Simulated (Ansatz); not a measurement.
Here is an Ansatz 0.2.0 calculation.

Contents of input.yaml:

```yaml
crystal:
  lattice:
    - [3.16, 0.0, 0.0]
    - [0.0, 3.16, 0.0]
    - [0.0, 0.0, 3.16]
  atoms:
    - { symbol: Sb, position: [0.0, 0.0, 0.0] }
hamiltonian:
  xc: r2scan
  pseudopotentials: { kind: paw }
kpoints:
  mp_grid: { grid: [8, 8, 8] }
  band_path:
    path:
      - [[0.0, 0.0, 0.0], [0.0, 0.5, 0.0], [0.5, 0.5, 0.0], [0.0, 0.0, 0.0], [0.5, 0.5, 0.5], [0.0, 0.5, 0.0]]
      - [[0.5, 0.5, 0.0], [0.5, 0.5, 0.5]]
    npoints: 14
scf:
  occupations: { method: fermi_dirac, width: 0.05 }
  n_extra_bands: 6
output:
  forces: true
  stress: true
  eigenvalues: true
  fatbands: true
```

Potentials or basis: Ansatz PAW.

Run with:

```console
$ ansatz run input.yaml --threads 2 --pin off --max-ram 5632MiB --backend cpu --events-out ev --progress --plain --runs-dir out
```

(1) Predict the band gap on the k mesh.

(2) What does it give for the pressure?

Results:

(1) none (metal or under the smearing width).

(2) -3.3 GPa.

Caveat: spin-orbit coupling is left out, which moves the levels of the heavy elements; the PAW data sets come from PBE, with cores solved anew for the run's functional, which leaves a small shift of forces and pressure.
